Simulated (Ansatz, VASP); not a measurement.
**PbSe in VASP and in Ansatz**

The input INCAR:

```
SYSTEM = PbSe
ALGO     = Normal         ! electronic algorithm
EDIFF    = 1E-8           ! SCF threshold, eV
ENCUT    = 520            ! plane-wave cutoff, eV
GGA      = PE             ! functional
ISIF     = 2              ! what is computed and relaxed
ISMEAR   = -1             ! smearing method
LASPH    = .True.         ! aspherical terms in the spheres
LCHARG   = .False.        ! write CHGCAR
LEFG     = .True.       
LREAL    = .False.        ! projectors in reciprocal space
LWAVE    = .False.        ! write WAVECAR
NBANDS   = 17             ! bands
NELM     = 60             ! most SCF steps
PREC     = Accurate       ! precision mode
SIGMA    = 0.01           ! smearing width, eV
```

The input KPOINTS:

```
k-points
0
Gamma
  9 9 9
  0 0 0
```

POSCAR

```
PbSe
1.0
    0.0612430000      3.0927715000      3.0927715000
    3.0927715000      0.0612430000      3.0927715000
    3.0927715000      3.0927715000      0.0612430000
Pb Se
1 1
Direct
    0.0000000000      0.0000000000      0.0000000000
    0.5000000000      0.5000000000      0.5000000000
```

Input for Ansatz:

```yaml
crystal:
  lattice:
    - [0.061243, 3.0927715, 3.0927715]
    - [3.0927715, 0.061243, 3.0927715]
    - [3.0927715, 3.0927715, 0.061243]
  atoms:
    - { symbol: Pb, position: [0.0, 0.0, 0.0] }
    - { symbol: Se, position: [0.5, 0.5, 0.5] }
kpoints:
  mp_grid: { grid: [9, 9, 9] }
scf:
  occupations: { method: fermi_dirac, width: 0.01 }
hamiltonian:
  xc: pbe
  pseudopotentials: { kind: paw }
output:
  forces: true
  stress: true
  eigenvalues: true
  efg: { contact_densities: true }
```

Change from the starting cell: equal xy, yz and zx shear strains of +2 %, PAW files.

Alike in both runs: task electric field gradients; functional PBE; k mesh 9 × 9 × 9; occupations fermi-dirac, width 0.01 eV; no spin polarisation.

```csv
,VASP,Ansatz
version,VASP 6.6.1,Ansatz 0.2.0
potentials or method,"VASP PAW PBE potentials, release 64 (Pb_d, Se)","PAW with Ansatz's default frozen-core files, scalar-relativistic"
plane-wave cutoff (eV),520,420
valence electrons in the cell,20,30
```

|  | VASP | Ansatz | Ansatz less VASP |
| --- | --- | --- | --- |
| gap on the k mesh at the Fermi level (eV) | 0.52 | 0.52 | -0.002 |
| pressure (GPa) | 2.3 | 2.3 | +0.01 |
| largest component of the traceless stress (GPa) | 0.35 | 0.35 | -0.001 |
| Vzz of the field gradient on the site that differs most (V/Å²) | -3.8 | -6.8 | -3.05 |

With one functional, cell and mesh, what is left measures potentials, basis and numerics. The two sets of potentials don't hold the same shells in valence. Ansatz warned: «gradients_without_spin_orbit».

Caveats: spin-orbit coupling is left out, which as a rule narrows the gap of such compounds by several tenths of an eV; an odd mesh through Γ misses points on the zone boundary, where band edges often lie.
